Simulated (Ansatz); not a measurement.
# CuO: the cost of one run

Method: DFT LDA+U (U_eff = 8 eV on Cu d), plane waves, PAW, in Ansatz 0.2.0.

2 further runs of the same task are left out: 2 that didn't finish.

### Step 1. Starting point

It takes space group Cc (No. 9, monoclinic). The conventional cell has a = 4.689 Å, b = 3.427 Å, c = 5.132 Å, α = 90.00°, β = 99.65°, γ = 90.00°. Cu (site symmetry 1) has 4 O at 1.91 to 2.02 Å as nearest neighbours. O (site symmetry 1) is surrounded by 4 Cu at 1.91 to 2.02 Å.

As a file:

```cif
data_structure
_symmetry_space_group_name_H-M 'Cc'
_symmetry_Int_Tables_number 9
_cell_length_a 4.6893
_cell_length_b 3.4268
_cell_length_c 5.1321
_cell_angle_alpha 90.000
_cell_angle_beta 99.653
_cell_angle_gamma 90.000
_cell_volume 81.30
loop_
_atom_site_label
_atom_site_type_symbol
_atom_site_symmetry_multiplicity
_atom_site_Wyckoff_symbol
_atom_site_fract_x
_atom_site_fract_y
_atom_site_fract_z
_atom_site_occupancy
Cu1 Cu 4 a 0.25000 0.24680 0.00000 1
O1 O 4 a 0.48850 0.91710 0.25370 1
```

An earlier series on this cell reached its lowest free state from «ferrimagnetic site moments held at first, then free», perhaps among other starts.

### Step 2. Total moment locked at zero, no site moments, 0.00 μB per cell

Contents of input.yaml:

```yaml
crystal:
  lattice:
    - [2.34464976, -1.71339982, 0.0]
    - [2.34464976, 1.71339982, 0.0]
    - [-0.86054991, 0.0, 5.05943948]
  atoms:
    - { symbol: Cu, position: [0.0032, 0.4968, 0.0] }
    - { symbol: Cu, position: [0.4968, 0.0032, 0.5] }
    - { symbol: O, position: [0.5714, 0.4056, 0.2537] }
    - { symbol: O, position: [0.4056, 0.5714, 0.7537] }
basis:
  ecutwfc: 420
  ecutrho_ratio: 4
kpoints:
  mp_grid: { grid: [7, 7, 4] }
hamiltonian:
  xc: lda
  hubbard:
    sites: [{ site: 0, l: d, u_eff: 8.0 }, { site: 1, l: d, u_eff: 8.0 }]
scf:
  occupations: { method: gaussian, width: 0.05 }
  lower_state_search: "off"
  max_iter: 150
output:
  forces: true
  stress: true
  eigenvalues: true
  populations: true
  hubbard: { sites: [{ site: 0, l: d }, { site: 1, l: d }] }
magnetization:
  spin_polarized: true
  initial_magnetization: 0.0
  spin_locking: { lock_magnetization: hard }
```

The lock stays on to the end, so the result is a constrained state.

Launch:

```console
$ ansatz run input.yaml --threads 2 --pin off --max-ram 3072MiB --backend cpu --events-out ev --progress --plain --runs-dir out
```

Q: Estimate wall time and peak memory on 2 threads of Arm Neoverse V2, shared host.

About 4.5 s, with a peak of 0.39 GiB.
